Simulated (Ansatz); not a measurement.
Planning a run of Ansatz 0.2.0 on AlN (4H polytype) (P6_3mc). The input:

```yaml
crystal:
  lattice:
    - [3.1202290047, 0.0, 0.0]
    - [-1.5601145023, 2.7021975837, 0.0]
    - [0.0, 0.0, 10.1102215084]
  atoms:
    - { symbol: Al, position: [0.0, 0.0, -0.0012500118] }
    - { symbol: Al, position: [0.3333333333, 0.6666666667, 0.2498254965] }
    - { symbol: Al, position: [0.0, 0.0, 0.4987499882] }
    - { symbol: Al, position: [0.6666666667, 0.3333333333, 0.7498254965] }
    - { symbol: "N", position: [0.0, 0.0, 0.1882176634] }
    - { symbol: "N", position: [0.3333333333, 0.6666666667, 0.4382068519] }
    - { symbol: "N", position: [0.0, 0.0, 0.6882176634] }
    - { symbol: "N", position: [0.6666666667, 0.3333333333, 0.9382068519] }
kpoints:
  mp_grid: { grid: [6, 6, 2] }
hamiltonian:
  xc: pbe
  pseudopotentials: { kind: paw, source: ansatz }
scf:
  occupations: { method: fixed }
gw:
  n_empty_bands: 377
  ecut_chi: 156.0
  qp_bands: [v2, c2]
  qp_kpoints: band_edges
  screening: { model: contour_deformation }
```

```sh
ansatz run input.yaml --threads 4 --pin off --max-ram 17510MiB --backend cpu --events-out ev --progress --plain --runs-dir out
```

**Question.** Estimate wall time and host memory on 4 threads of Arm Neoverse V1, shared host.

It took 8.6 min; on shared hardware allow 4.3 min to 17 min. Peak host memory was 3.2 GiB. The sizes that set the cost: 5263 plane waves a state, 14 irreducible k points, 409 bands summed, 387 plane waves in the screening and 9 SCF cycles.

The screening grows as filled bands × empty bands × pairs of k points, times the square of the screening basis for the matrix.

[Paths, hosts, dates, memory and timing lines, banners, echoed tables and standing remarks are left out of the program output.]

[Logs are printed without paths, hosts, clocks, repeated set-up lines and the standing remarks that a program may print on its own settings, such as how far it seeks lower states.]

[Runs of the session that timed out or met a known fault of the program may be left out.]

[Cells called generated may have been cut or substituted from an entry of the Crystallography Open Database or the Materials Project.]

[Hosts, paths, dates, database ids (printed as entryN), source tags and the programs' standing remarks are cut or masked in the printed files.]
